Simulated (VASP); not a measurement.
Write the native input for VASP 6.6.1 that does the following.

```yaml
Task: relaxation of cell and atoms
Functional: PBE
Potentials_or_basis: VASP PAW PBE potentials, release 64 (Ta_pv)
Cutoff: 520 eV
k_mesh: 18 × 18 × 18
Occupations: gaussian, width 0.1 eV
Spin: no spin polarisation
Further_INCAR_settings: ALGO = Normal; EDIFF = 1e-07; IBRION = 2; EDIFFG = -0.002; NSW = 80; ISIF = 3
```

The structure of Ta lies in POSCAR:

```
Ta                                      
1.0
   -1.6596469475      1.6596469475      1.6596469475
    1.6596469475     -1.6596469475      1.6596469475
    1.6596469475      1.6596469475     -1.6596469475
  Ta            
     1
Direct
     1.0000000000000000    0.0000000000000000    0.0000000000000000
```

The input as run:

INCAR

```
SYSTEM = Ta
PREC     = Accurate       ! precision mode
ENCUT    = 520            ! plane-wave cutoff, eV
EDIFF    = 1E-7           ! SCF threshold, eV
ISMEAR   = 0              ! smearing method
SIGMA    = 0.1            ! smearing width, eV
LREAL    = .FALSE.        ! projectors in reciprocal space
LASPH    = .TRUE.         ! aspherical terms in the spheres
NELM     = 100            ! most SCF steps
ALGO     = Normal         ! electronic algorithm
ISIF     = 3              ! what is computed and relaxed
LWAVE    = .FALSE.        ! write WAVECAR
LCHARG   = .FALSE.        ! write CHGCAR
GGA      = PE             ! functional
IBRION   = 2              ! ionic algorithm
NSW      = 80             ! ionic steps
EDIFFG   = -0.002         ! ionic threshold
```

KPOINTS

```
Automatic mesh
0
G
  18 18 18
  0 0 0
```

Potentials or basis: VASP PAW PBE potentials, release 64 (Ta_pv).

The run is started by

```bash
$ cat potpaw_PBE.64/Ta_pv/POTCAR > POTCAR
$ mpirun -np 1 vasp_std > vasp.out
```

It gave:

```
Pressure after relaxing : 0.0 GPa
Band gap on the k mesh  : none (metal or under the smearing width)
```

Caveat: the relaxation stopped at its first step, so nothing moved.

It took 27 s on 1 thread of AMD EPYC 7R13 Processor (Zen 3), with other jobs on the host, peak memory 0.14 GiB.
